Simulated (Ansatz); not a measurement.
**ZrGe (model cell, started as rocksalt type): relaxing the cell for a phonon run**

Task: relax ZrGe (model cell, started as rocksalt type) tightly.

Main program and level: Ansatz 0.2.0; DFT PBE, scalar-relativistic, plane waves, PAW.

This is a report of a sequence of runs, with most program output left out.

The structure was built from a prototype and need not be the compound's stable phase.

### Step 1. Starting point

Symmetry: Fm-3m, No. 225, cubic system. The conventional cell has a = 5.440 Å, b = 5.440 Å, c = 5.440 Å, α = 90.00°, β = 90.00°, γ = 90.00°. Nearest to Zr lie 6 Ge at 2.72 Å. Nearest to Ge lie 6 Zr at 2.72 Å. Farther neighbours are not listed.

Coordinates:

```cif
data_structure
_symmetry_space_group_name_H-M 'P 1'
_symmetry_Int_Tables_number 1
_cell_length_a 3.8467
_cell_length_b 3.8467
_cell_length_c 3.8467
_cell_angle_alpha 60.000
_cell_angle_beta 60.000
_cell_angle_gamma 60.000
_cell_volume 40.25
loop_
_atom_site_label
_atom_site_type_symbol
_atom_site_fract_x
_atom_site_fract_y
_atom_site_fract_z
_atom_site_occupancy
Zr1 Zr 0.00000 0.00000 0.00000 1
Ge2 Ge 0.50000 0.50000 0.50000 1
```

### Step 2. A coarse first look

First a cheap look: the gap decides the mesh and the occupations, the pressure tells how far the cell has to move.

The input, input.yaml:

```yaml
crystal:
  lattice:
    - [0.0, 2.72, 2.72]
    - [2.72, 0.0, 2.72]
    - [2.72, 2.72, 0.0]
  atoms:
    - { symbol: Zr, position: [0.0, 0.0, 0.0] }
    - { symbol: Ge, position: [0.5, 0.5, 0.5] }
kpoints:
  mp_grid: { grid: [6, 6, 6] }
hamiltonian:
  xc: pbe
scf:
  occupations: { method: gaussian, width: 0.1 }
output:
  forces: true
  stress: true
  eigenvalues: true
```

Command:

```console
$ ansatz run input.yaml --threads 4 --pin off --max-ram 7168MiB --backend cpu --events-out ev --progress --plain --runs-dir out
```

Wall time 3.3 s (4 threads of Arm Neoverse V2, shared host); peak memory 0.38 GiB.

Numbers from this step:

- pressure: 2.311 GPa
- volume per atom: 20.12 Å³
- gap on the k-mesh: 0 eV

The coarse mesh shows no gap and a pressure of 2.3 GPa.

### Step 3. Relaxation

Harmonic phonons are second derivatives at a point where the forces vanish, and they are wanted at zero stress, so atoms and cell are relaxed first.

input.yaml, the sections that differ from step 2:

```yaml
kpoints:
  mp_grid: { grid: [14, 14, 14] }
output:
  forces: true
  stress: true
  eigenvalues: true
  write_density: true
  write_potential: true
  elf: true
  volumetric_format: npy
relax:
  adjacent_minimum: "off"
  f_tol: 0.005
  max_steps: 80
  cell: { stress_tol: 0.05 }
# crystal, hamiltonian, scf: as in step 2
```

Run time: 4.9 s. Hardware: 4 threads; peak memory 0.48 GiB; 18 s of CPU time.

The steps of the relaxation:

| step | energy less that of the first step (eV) | largest force component (eV/Å) | pressure (GPa) | volume (Å³) |
| --- | --- | --- | --- | --- |
| 1 | 0.0000 | 0.0000 | 2.43 | 40.25 |
| 2 | 0.0015 | 0.0000 | -2.45 | 42.08 |
| 3 | -0.0063 | 0.0000 | -0.08 | 41.14 |
| 4 | -0.0063 | 0.0000 | 0.00 | 41.11 |
| 5* | -0.0064 | 0.0000 | 0.00 | 41.11 |

Relaxation steps marked * repeat the geometry before them on a plane-wave basis chosen anew for their cell, so energy and pressure can jump there. Relaxation step 2 was tried and not accepted.

The run keeps the 48 symmetry operations that it works with, so distortions that break them were not tested.

| conventional cell, symmetrised | before | after | change |
| --- | --- | --- | --- |
| a (Å) | 5.440 | 5.479 | +0.7 % |
| b (Å) | 5.440 | 5.479 | +0.7 % |
| c (Å) | 5.440 | 5.479 | +0.7 % |
| volume (Å³/atom) | 20.12 | 20.56 | +2.1 % |

Final coordinates:

```
Zr Ge
1.0
     0.00000    2.73930    2.73930
     2.73930    0.00000    2.73930
     2.73930    2.73930    0.00000
Zr Ge
1 1
Direct
  0.00000 0.00000 0.00000
  0.50000 0.50000 0.50000
```

This step gave:

```
pressure        : -0.001024 GPa
volume per atom : 20.56 Å³
```

ELF in the ac plane of the conventional cell at fractional y = 0.000, with atoms of Zr and Ge within 0.2 Å of it. It is the smooth field of the valence electrons, not physical close to the nuclei.

Ten even steps from '0' (0.02) to '9' (0.77), each cell a mean:
```
697365200464597
983266433574269
531257666763125
444444444443344
667521354214676
346623899624754
025637968944630
015648826954630
135636989834642
557622687314765
666432343224566
332346666654223
852267555674137
995365312464389
398365100364596
```
Columns run along a (5.5 Å), rows up along c (5.5 Å), edges of the conventional cell, whose origin can differ from the input's. Atoms in or near the plane, at fractional coordinates: Zr at (0.00, 0.00), Zr at (0.50, 0.50), Ge at (0.50, 0.00), Ge at (0.00, 0.50).

Valence density in the ac plane of the conventional cell at fractional y = 0.000, with atoms of Zr and Ge within 0.2 Å of it. It is the smooth field of the valence electrons, not physical close to the nuclei.

Values in e/Å³, 15 rows by 15 columns, each cell a mean:
```
 4  3  1  0  0  1  5 22 12  2  0  0  1  2  4
 3  2  1  0  0  0  1  2  2  1  0  0  0  1  2
 1  0  0  0  0  0  0  0  0  0  0  0  0  0  1
 0  0  0  0  0  0  0  0  0  0  0  0  0  0  0
 0  0  0  0  0  0  0  1  1  0  0  0  0  0  0
 2  1  0  0  0  1  2  3  2  1  0  0  0  1  2
20  4  1  0  0  1  3  4  4  2  1  0  0  2 12
37  7  1  0  0  2  4  3  4  3  1  0  0  2 22
 8  2  1  0  0  1  3  4  3  2  0  0  0  1  5
 1  1  0  0  0  0  1  2  1  1  0  0  0  0  1
 0  0  0  0  0  0  0  0  0  0  0  0  0  0  0
 0  0  0  0  0  0  0  0  0  0  0  0  0  0  0
 1  1  0  0  0  0  1  1  1  0  0  0  0  1  1
 4  2  1  0  0  1  2  7  4  1  0  0  0  2  3
 3  4  1  0  0  1  8 37 20  2  0  0  1  3  4
```
Columns run along a (5.5 Å), rows up along c (5.5 Å), edges of the conventional cell, whose origin can differ from the input's. Atoms in or near the plane, at fractional coordinates: Zr at (0.00, 0.00), Zr at (0.50, 0.50), Ge at (0.50, 0.00), Ge at (0.00, 0.50).

Electrostatic potential energy in the ac plane of the conventional cell at fractional y = 0.000, with atoms of Zr and Ge within 0.2 Å of it. With pseudopotentials it is smooth inside the atoms' cores, unlike the true potential.

Ten even steps from '_' (-64 eV) to '@' (14 eV), each cell a mean:
```
__::**%%@@##++====**%%@@##==__
--++%%@@@@%%##****%%@@@@%%**==
##%%@@@@@@@@@@%%%%@@@@@@@@%%##
@@@@@@@@@@@@@@@@@@@@@@@@@@@@@@
%%@@@@@@@@@@%%##%%%%@@@@@@@@%%
**##%%@@@@%%++--==##%%@@@@%%**
==++##@@%%**::____==%%@@%%**==
--++##@@%%++..____--##@@%%**==
++**%%@@@@##--..::++%%@@@@##++
##%%@@@@@@%%##++**%%@@@@@@%%##
@@@@@@@@@@@@@@%%%%@@@@@@@@@@@@
%%@@@@@@@@@@@@@@@@@@@@@@@@@@%%
**##%%@@@@@@%%####%%@@@@@@%%**
..--##@@@@%%**++++##@@@@%%++::
__..**%%@@##++--==**%%@@##--__
```
Columns run along a (5.5 Å; values clipped at the 3rd and 97th percentile), rows up along c (5.5 Å), edges of the conventional cell, whose origin can differ from the input's. Atoms in or near the plane, at fractional coordinates: Zr at (0.00, 0.00), Zr at (0.50, 0.50), Ge at (0.50, 0.00), Ge at (0.00, 0.50).

In this step the volume went from 20.12 to 20.56 Å³/atom.

### Step 4. Relaxing to small forces for the phonons

Phonons need a cell at rest on their own settings, so the relaxation is repeated with tight tolerances on forces and stress on the k mesh and occupations of the first response run.

The input, input.yaml:

```yaml
crystal:
  lattice:
    - [0.0, 2.7393006665, 2.7393006665]
    - [2.7393006665, 0.0, 2.7393006665]
    - [2.7393006665, 2.7393006665, 0.0]
  atoms:
    - { symbol: Zr, position: [0.0, 0.0, 0.0] }
    - { symbol: Ge, position: [0.5, 0.5, 0.5] }
kpoints:
  mp_grid: { grid: [16, 16, 16] }
hamiltonian:
  xc: pbe
scf:
  occupations: { method: methfessel_paxton, width: 0.2 }
output:
  forces: true
  stress: true
  eigenvalues: true
relax:
  adjacent_minimum: "off"
  f_tol: 0.001
  max_steps: 60
  cell: { stress_tol: 0.01 }
```

It took 4.9 s on 4 threads; peak memory 0.5 GiB.

Little changed from the start: no atom moved by 0.005 Å and no cell edge by 0.1 %.

Numbers from this step:

- pressure: -3.65e-5 GPa
- volume per atom: 20.55 Å³

The forces vanish by symmetry and the pressure is 0.000 GPa, within the tolerances set. The cell now holds 20.55 Å³/atom.

### Step 5. Results

- space group after relaxation (within 0.01 Å): Fm-3m
- lattice constant a: 5.478 Å
- lattice constant b: 5.478 Å
- lattice constant c: 5.478 Å
- volume per atom: 20.6 Å³

**Reading.** The forces vanish by symmetry and the pressure is 0.000 GPa, within the tolerances set. The cell now holds 20.55 Å³/atom. The relaxation keeps the symmetry of its start, so it says nothing on stability against lower symmetry. The starting cell was built on a prototype and not taken from a measurement, so the phase need not exist.

[Logs are printed without paths, hosts, clocks, repeated set-up lines and the standing remarks that a program may print on its own settings, such as how far it seeks lower states.]

[Hosts, paths, dates, database ids (printed as entryN), source tags and the programs' standing remarks are cut or masked in the printed files.]
